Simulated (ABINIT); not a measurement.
# MgTe (F-43m) in ABINIT: settings compared

One crystal, MgTe, is run at these levels: PBE, HSE06; tasks: single point.

Everything below comes from runs of ABINIT 10.8.3 (patched build). Logs are shortened: lines on timing, memory, paths and dates and some standing lists are left out, and cuts for length are marked. The log counts tension as positive stress, the text compression.

**1. Starting point**

It takes space group F-43m (No. 216, cubic). Conventional cell: a = 6.464 Å, b = 6.464 Å, c = 6.464 Å, α = 90.00°, β = 90.00°, γ = 90.00°. Te (site symmetry -43m) has 4 Mg at 2.80 Å as nearest neighbours. Mg (site symmetry -43m) is surrounded by 4 Te at 2.80 Å.

The cell comes from a database or a generator and needn't be the stable form of this composition.

**2. Single point, PBE**

Input file run.abi:

```
# Pseudopotentials
pp_dirpath "./"
pseudos "52_Te_16_2.3_2.3_pbe_n_v1.0.psp8, 12_Mg_10_1.9_2.0_pbe_v1.0.psp8"

# Structure
acell 3*1.0
rprim
     0.0000000000     6.1075926123     6.1075926123
     6.1075926123     0.0000000000     6.1075926123
     6.1075926123     6.1075926123     0.0000000000
ntypat 2
znucl 52 12
natom 2
typat 1 2
xred
     0.2500000000     0.2500000000     0.2500000000
     0.0000000000     0.0000000000     0.0000000000

# Plane-wave basis
ecut 707.496042 eV

# k points
kptopt 1
ngkpt 6 6 6
nshiftk 1
shiftk 0.0 0.0 0.0

# Exchange and correlation
ixc 11

# Bands and occupations
nband 15
occopt 1

# SCF cycle
nstep 100
tolvrs 1.0e-10
diemac 6.0

# Output
iomode 3
prtwf 0
prtden 0
prteig 0
prtebands 0
enunit 2
```

Potentials or basis: SPMS NC PBE v1.0.

Launch:

```bash
mpirun --bind-to none -np 8 abinit run.abi > log 2>&1
```

run.abo:

```text
.Version 10.8.3 of ABINIT
 Symmetries : space group F-4 3 m (#216); Bravais cF (face-center cubic)
================================================================================
 Values of the parameters that define the memory need of the present run
     intxc =       0    ionmov =       0      iscf =       7    lmnmax =       6
     lnmax =       6     mgfft =      40  mpssoang =       3    mqgrid =    3001
     natom =       2  nloc_mem =       1    nspden =       1   nspinor =       1
    nsppol =       1      nsym =      24    n1xccc =    2501    ntypat =       2
    occopt =       1   xclevel =       2
       mpw =        2899          nfft =       64000          nkpt =          16
================================================================================
================================================================================

--------------------------------------------------------------------------------
------------- Echo of variables that govern the present computation ------------
--------------------------------------------------------------------------------
 -outvars: echo values of preprocessed input variables --------
            acell      1.0000000000E+00  1.0000000000E+00  1.0000000000E+00 Bohr
              amu      1.27600000E+02  2.43050000E+01
           diemac      6.00000000E+00
             ecut      2.60000000E+01 Hartree
           enunit           2
              ixc          11
         kptrlatt        6    0    0      0    6    0      0    0    6
          kptrlen      5.18246418E+01
            natom           2
            nband          15
            ngfft          40      40      40
             nkpt          16
            nstep         100
             nsym          24
           ntypat           2
           prtden           0
        prtebands           0
           prteig           0
            prtwf           0
            rprim      0.0000000000E+00  6.1075926123E+00  6.1075926123E+00
                       6.1075926123E+00  0.0000000000E+00  6.1075926123E+00
                       6.1075926123E+00  6.1075926123E+00  0.0000000000E+00
          spgroup         216
           tolvrs      1.00000000E-10
            typat      1  2
           xangst      1.6159994109E+00  1.6159994109E+00  1.6159994109E+00
                       0.0000000000E+00  0.0000000000E+00  0.0000000000E+00
            xcart      3.0537963061E+00  3.0537963061E+00  3.0537963061E+00
                       0.0000000000E+00  0.0000000000E+00  0.0000000000E+00
             xred      2.5000000000E-01  2.5000000000E-01  2.5000000000E-01
                       0.0000000000E+00  0.0000000000E+00  0.0000000000E+00
            znucl       52.00000   12.00000

================================================================================

 chkinp: Checking input parameters for consistency.

[... 101 lines left out ...]
================================================================================

 ----iterations are completed or convergence reached----

 Mean square residual over all n,k,spin=   15.155E-09; max=  36.344E-07
 reduced coordinates (array xred) for    2 atoms
       0.250000000000      0.250000000000      0.250000000000
       0.000000000000      0.000000000000      0.000000000000
 rms dE/dt=  2.9750E-30; max dE/dt=  4.2073E-30; dE/dt below (all hartree)
    1       0.000000000000      0.000000000000      0.000000000000
    2       0.000000000000      0.000000000000     -0.000000000000

 cartesian coordinates (angstrom) at end:
    1      1.61599941085803     1.61599941085803     1.61599941085803
    2      0.00000000000000     0.00000000000000     0.00000000000000

 cartesian forces (hartree/bohr) at end:
    1     -0.00000000000000    -0.00000000000000     0.00000000000000
    2      0.00000000000000     0.00000000000000    -0.00000000000000
 frms,max,avg= 3.2976520E-31 5.1664278E-31   0.000E+00  0.000E+00  0.000E+00 h/b

 cartesian forces (eV/Angstrom) at end:
    1     -0.00000000000000    -0.00000000000000     0.00000000000000
    2      0.00000000000000     0.00000000000000    -0.00000000000000
 frms,max,avg= 1.6957208E-29 2.6566840E-29   0.000E+00  0.000E+00  0.000E+00 e/A
 length scales=  1.000000000000  1.000000000000  1.000000000000 bohr
              =  0.529177210544  0.529177210544  0.529177210544 angstroms
 Fermi (or HOMO) energy (hartree) =   0.08598   Average Vxc (hartree)=  -0.30530
 Eigenvalues (hartree) for nkpt=  16  k points:
 kpt#   1, nband= 15, wtk=  0.00463, kpt=  0.0000  0.0000  0.0000 (reduced coord)
  -2.67550   -1.45349   -1.45349   -1.45349   -1.20534   -1.20534   -1.20534   -1.20504
  -1.20504   -0.28840    0.08598    0.08598    0.08598    0.17421    0.28706
 prteigrs : prtvol=0 or 1, do not print more k-points.

 Fermi (or HOMO) energy (eV) =   2.33960   Average Vxc (eV)=  -8.30757
 Eigenvalues (   eV  ) for nkpt=  16  k points:
 kpt#   1, nband= 15, wtk=  0.00463, kpt=  0.0000  0.0000  0.0000 (reduced coord)
 -72.80400  -39.55146  -39.55146  -39.55146  -32.79901  -32.79901  -32.79901  -32.79090
 -32.79090   -7.84777    2.33960    2.33960    2.33960    4.74056    7.81124
 prteigrs : prtvol=0 or 1, do not print more k-points.

--- !EnergyTerms
iteration_state     : {dtset: 1, }
comment             : Components of total free energy in Hartree
kinetic             :  7.47308484186067E+01
hartree             :  4.83779617513113E+01
xc                  : -2.92809747207093E+01
Ewald energy        : -7.73148492660427E+01
psp_core            :  2.31983091569451E+00
local_psp           : -1.52094708533877E+02
non_local_psp       : -2.22639039678463E+01
total_energy        : -1.55525795402863E+02
total_energy_eV     : -4.23207248992071E+03
band_energy         : -2.64709489649207E+01
...

 Cartesian components of stress tensor (hartree/bohr^3)
  sigma(1 1)= -2.16359725E-05  sigma(3 2)=  0.00000000E+00
  sigma(2 2)= -2.16359725E-05  sigma(3 1)=  0.00000000E+00
  sigma(3 3)= -2.16359725E-05  sigma(2 1)=  0.00000000E+00

-Cartesian components of stress tensor (GPa)         [Pressure=  6.3655E-01 GPa]
- sigma(1 1)= -6.36552289E-01  sigma(3 2)=  0.00000000E+00
- sigma(2 2)= -6.36552289E-01  sigma(3 1)=  0.00000000E+00
- sigma(3 3)= -6.36552289E-01  sigma(2 1)=  0.00000000E+00

== END DATASET(S) ==============================================================
================================================================================

 -outvars: echo values of variables after computation  --------
            acell      1.0000000000E+00  1.0000000000E+00  1.0000000000E+00 Bohr
           etotal     -1.5552579540E+02
            fcart     -1.7221425970E-31 -1.7221425970E-31  5.1664277911E-31
                       1.7221425970E-31  1.7221425970E-31 -5.1664277911E-31
            rprim      0.0000000000E+00  6.1075926123E+00  6.1075926123E+00
                       6.1075926123E+00  0.0000000000E+00  6.1075926123E+00
                       6.1075926123E+00  6.1075926123E+00  0.0000000000E+00
           strten     -2.1635972548E-05 -2.1635972548E-05 -2.1635972548E-05
                       0.0000000000E+00  0.0000000000E+00  0.0000000000E+00
           xangst      1.6159994109E+00  1.6159994109E+00  1.6159994109E+00
                       0.0000000000E+00  0.0000000000E+00  0.0000000000E+00
             xred      2.5000000000E-01  2.5000000000E-01  2.5000000000E-01
                       0.0000000000E+00  0.0000000000E+00  0.0000000000E+00
 Calculation completed.
```

Wall time 3.5 s (8 MPI ranks of AMD EPYC 7R43 (Zen 3), shared host); peak memory 0.56 GiB.

Results:

- Free energy: -4232.0725 eV
- Pressure: 0.6 GPa
- Band gap on the k mesh: 2.40 eV, direct
- Valence electrons inside the program's atomic spheres: Te 12.00; Mg 8.28

Caveat: spin-orbit coupling is left out, which moves the levels of the heavy elements.

**3. Single point, HSE06**

Changes to run.abi since step 2:

```diff
@@ -28,3 +28,3 @@
 # Exchange and correlation
-ixc 11
+ixc -428
 
@@ -35,5 +35,5 @@
 # SCF cycle
-nstep 100
-tolvrs 1.0e-10
+nstep 60
 diemac 6.0
+toldfe 1.0e-7
```

Potentials or basis: SPMS NC PBE v1.0.

Launch:

```bash
mpirun --bind-to none -np 8 abinit run.abi > log 2>&1
```

Wall time 46 min (8 MPI ranks of AMD EPYC 7R43 (Zen 3), shared host); peak memory 1.7 GiB.

It converged, with:

* Free energy: -4223.7675 eV
* Pressure: -0.6 GPa
* Band gap on the k mesh: 3.29 eV, direct
* Valence electrons inside the program's atomic spheres: Te 12.03; Mg 8.26

Levels at points of the mesh, in eV from the valence-band top:
```
           k point  band 9  band 10  band 11  band 12  band 13  band 14  band 15
(0.00, 0.00, 0.00)  -35.25   -11.09     0.00     0.00     0.00     3.29     6.62
(0.50, 0.00, 0.00)  -35.25   -10.43    -3.41    -0.43    -0.43     4.18     6.63
(0.50, 0.50, 0.00)  -35.25   -10.20    -3.22    -1.24    -1.24     3.70     4.52
```

Caveat: Libxc's HSE differs a little from that of other programs; the potentials were made for another functional, which shifts forces and pressure; spin-orbit coupling is left out, which moves the levels of the heavy elements. A k mesh can miss the band edges.
